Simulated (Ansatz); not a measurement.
input.yaml (Ansatz)

```yaml
crystal:
  lattice:
    - [0.0, 2.9124239656, 2.9124239656]
    - [2.9124239656, 0.0, 2.9124239656]
    - [2.9124239656, 2.9124239656, 0.0]
  atoms:
    - { symbol: Zn, position: [0.125, 0.125, 0.125] }
    - { symbol: Zn, position: [0.875, 0.875, 0.875] }
hamiltonian:
  xc: pbe
  pseudopotentials:
    kind: paw_fr
    azcp:
      Zn: "pseudopotentials/Zn.paw.azcp"
basis:
  ecutwfc: 420
  fft_grid_basis: typed
kpoints:
  mp_grid: { grid: [9, 9, 9], shift: [0, 0, 0] }
magnetization:
  noncollinear: true
  spin_orbit: true
scf:
  occupations: { method: fermi_dirac, width: 0.1 }
```

and its output:

```
Engine: ansatz 0.2.0, x86_64-unknown-linux-gnu
Pseudopotentials: kind: paw_fr
Pseudopotential: Zn, paw_fr, valence charge 12, recommended cutoff 420 eV (normal) 
Functional definition: PBE
  parameter kappa = 0.804
  parameter beta = 0.06672455060314922
  exchange = pbe_x(kappa = kappa, mu = beta*pi^2/3)
  correlation = pbe_c(beta = beta)
non-collinear run that drives no moment, with spin-orbit: no starting moment large enough to seed its density (crystal.atoms[].spin), no starting occupations that ask for one, no magnetisation constraint and no magnetic field, so the semilocal B_xc is pinned to zero
Crystal: 2 atoms, lattice volume = 49.408 Å³
Basis set: ecut = 420 eV, 941 PW (Γ)
Bands: 32, of which v1, the nominal top of the filled ones, is band 24 counted from 1 (23 counted from 0)
Symmetry: 48 space group operations + 48 with time reversal
Magnetic group: BNS 227.129 (UNI 1631), of the structure as read, at distance tolerance 3.7e-5 Å
k-points: 35 of 729
Projection manifold: j_resolved (fully-relativistic pseudo-atomic orbitals)
Non-local potential: Zn, projectors of the file, l = 0: 2, l = 1: 4, l = 2: 6, l = 3: 2
PAW form: soft (Blöchl's): semilocal exchange-correlation on the pseudo side does not see the compensation charge
PAW one-centre angular grid: Zn, 590 points (default); XC on 64 Gauss nodes
Initial density: superposition of atomic densities (chi_scale 0.1, normalization cell)
Initial wavefunctions: pseudopotential atomic-orbital guess
Functional: x = pbe(κ = 0.804, μ = 0.2195149727645171), c = pbe(β = 0.06672455060314922)
SCF iter   1: F=—  HF=-6637.383596 eV  |F-HF|=—  |Δ(HF+E_count)|=         —  Δρ=2.80e-2  dr2=3.44e-1  dr2_m=0.00e0 (ungated)  ethr=3.10e-3  |M|=0.00e0 ∫|m|=0.00e0 μB  |m|>n=0.0e0 m-floor=0.0e0 τ_xc=0.0e0  β_m=0.30  ⟨swp⟩=8.5  Hψ=3272  notcnv=0  defer=4
SCF iter   2: F=—  HF=-6637.284527 eV  |F-HF|=—  |Δ(HF+E_count)|=   9.91e-2  Δρ=8.52e-3  dr2=3.21e-2  dr2_m=0.00e0 (ungated)  ethr=1.43e-3  |M|=0.00e0 ∫|m|=0.00e0 μB  |m|>n=0.0e0 m-floor=0.0e0 τ_xc=0.0e0  β_m=0.34  ⟨swp⟩=2.0  Hψ=1221  notcnv=0  defer=54
SCF iter   3: F=—  HF=-6637.277868 eV  |F-HF|=—  |Δ(HF+E_count)|=   6.66e-3  Δρ=5.09e-3  dr2=1.02e-2  dr2_m=0.00e0 (ungated)  ethr=1.34e-4  |M|=0.00e0 ∫|m|=0.00e0 μB  |m|>n=0.0e0 m-floor=0.0e0 τ_xc=0.0e0  β_m=0.50  ⟨swp⟩=1.0  Hψ=539  notcnv=0  defer=54
SCF iter   4: F=—  HF=-6637.276441 eV  |F-HF|=—  |Δ(HF+E_count)|=   1.43e-3  Δρ=1.04e-3  dr2=2.32e-4  dr2_m=0.00e0 (ungated)  ethr=4.23e-5  |M|=0.00e0 ∫|m|=0.00e0 μB  |m|>n=0.0e0 m-floor=0.0e0 τ_xc=0.0e0  β_m=0.75  ⟨swp⟩=2.7  Hψ=935  notcnv=0  defer=54
SCF iter   5: F=—  HF=-6637.276567 eV  |F-HF|=—  |Δ(HF+E_count)|=   1.25e-4  Δρ=6.33e-5  dr2=3.32e-6  dr2_m=0.00e0 (ungated)  ethr=9.68e-7  |M|=0.00e0 ∫|m|=0.00e0 μB  |m|>n=0.0e0 m-floor=0.0e0 τ_xc=0.0e0  β_m=0.74  ⟨swp⟩=2.1  Hψ=652  notcnv=0  defer=54
SCF iter   6: F=—  HF=-6637.276565 eV  |F-HF|=—  |Δ(HF+E_count)|=   1.87e-6  Δρ=8.50e-6  dr2=2.54e-8  dr2_m=0.00e0 (ungated)  ethr=4.17e-10  |M|=0.00e0 ∫|m|=0.00e0 μB  |m|>n=0.0e0 m-floor=0.0e0 τ_xc=0.0e0  β_m=0.83  ⟨swp⟩=1.2  Hψ=1687  notcnv=0
SCF iter   7: F=-6637.276565 eV  HF=-6637.276565 eV  |F-HF|=5.55e-11  |Δ(HF+E_count)|=   2.50e-9  Δρ=7.47e-7  dr2=1.32e-10  dr2_m=0.00e0 (ungated)  ethr=1.06e-10  |M|=0.00e0 ∫|m|=0.00e0 μB  |m|>n=0.0e0 m-floor=0.0e0 τ_xc=0.0e0  ⟨swp⟩=1.0  Hψ=1666  notcnv=0
SCF 1 converged in 7 iterations: F = -6637.276565 eV  dr2 = 1.32e-10
SCF converged after 7 iterations
Magnetization: |M| = 0.0000 μB,  M = (+0.0000, +0.0000, +0.0000) μB
Absolute magnetization: 0.0000 μB (∫|m|)
  site 0: m = (+0.0000, +0.0000, +0.0000) μB, |m| = 0.0000 μB  (R = 1.04 Å)
  site 1: m = (+0.0000, +0.0000, +0.0000) μB, |m| = 0.0000 μB  (R = 1.04 Å)
Free energy (F): -6637.276565 eV
Harris-Foulkes:  -6637.276565 eV  (|F-HF|=5.55e-11)
Internal energy: -6637.251714 eV  (E = F + TS)
E sigma→0 (E₀):  -6637.264140 eV
Entropy (-TS):   -0.024850 eV (-12.425 meV/atom)
Fermi energy:    5.119667 eV
--- Per-component energies (eV) ---
  E_band       = -32.415661
  E_kinetic    = 259.720233
  E_local      = -3927.171211  (includes V_loc(G=0)·N_el)
  E_nonlocal   = 1221.106997
  E_hartree    = 1649.240203
  E_xc         = -273.256680
  E_vxc        = -101.962788  (∫ρ·V_xc dr)
  E_paw        = -3649.280049  (= ΣΔE_a)
  E_vpaw       = -782.587895  (= ΣTr[D̂ρ^β])
  E_aug_tail   = -0.000730  (compensation charges beyond the density's cutoff)
  E_ewald      = -1917.610477
  E_smearing   = -0.024850  (= −TS)
  E_closure    = -0.000000  (closes the sum)
  Σ components = -6637.276565   (vs F -6637.276565, Δ=0.00e0)
```

Launched by

```sh
ansatz run input.yaml --threads 1 --pin off --max-ram 3584MiB --backend cpu --events-out ev --progress --plain --runs-dir out
```

On 1 thread of Intel(R) Xeon(R) Platinum 8259CL CPU @ 2.50GHz (Skylake/Cascade Lake) (shared host) this took about 12 s of wall time and 12 s of CPU time.
